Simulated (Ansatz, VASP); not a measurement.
# One calculation of Rb, two programs

```
Rb
1.0
    -2.75858    2.75858    2.75858
     2.75858   -2.75858    2.75858
     2.75858    2.75858   -2.75858
Rb
1
Direct
  0.00000 0.00000 0.00000
```

Alike in both runs: task single point; functional BLYP; k mesh 13 × 13 × 13; occupations fermi-dirac, width 0.1 eV; no spin polarisation.

```csv
,VASP,Ansatz
version,VASP 6.6.1,Ansatz 0.2.0
potentials or method,"VASP PAW PBE potentials, release 64 (Rb_sv)","plane waves (420 eV) with PAW, scalar-relativistic"
plane-wave cutoff (eV),520,420
valence electrons in the cell,9,9
```

```tsv
	VASP	Ansatz	Ansatz less VASP
pressure (GPa)	0.4	0.4	-0.01
```

With one functional, cell and mesh, what is left measures potentials, basis and numerics.

Caveats: the PAW data sets were made with another functional, which shifts forces and pressure a little (VASP).
